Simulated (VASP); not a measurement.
System: CaO (rock salt type, first atom moved by 0.06 Å along [111]), 2 atoms in the cell.

```
Ca O
1.0
     0.00000    2.41500    2.41500
     2.41500    0.00000    2.41500
     2.41500    2.41500    0.00000
Ca O
1 1
Direct
  0.00717 0.00717 0.00717
  0.50000 0.50000 0.50000
```

Code and potentials: VASP, Ca_sv/O, 520 eV. Settings: k-mesh 4×4×4 Γ-centred; Fermi–Dirac smearing of 0.05 eV; no spin polarisation. For HSE06: HFSCREEN = 0.208; HFRCUT = 0; PRECFOCK = Normal.

One run gave:

```yaml
Pressure: 0.78 GPa
Gap_on_the_mesh: 3.67 eV
```

| atom | Fx (eV/Å) | Fy (eV/Å) | Fz (eV/Å) |
| --- | --- | --- | --- |
| Ca1 | -0.098 | -0.098 | -0.098 |
| O2 | 0.098 | 0.098 | 0.098 |

(1) Which level of theory was it?
A. PBE
B. HSE06

Answers

(1) A. All runs:

```tsv
level	pressure (GPa)	gap (eV)	rms force (eV/Å)
PBE	0.78	3.67	0.169
HSE06	-1.35	5.33	0.182
```

VASP prints the stress at a fixed plane-wave basis, so it holds the Pulay stress of this cutoff.

A gap read on the mesh is an upper bound of this method's gap, since the mesh can miss a band edge. Potentials made with PBE were used with another functional (at least in: VASP, Ca_sv/O, 520 eV (HSE06)). Semilocal functionals give gaps that mostly lie well below measured ones.
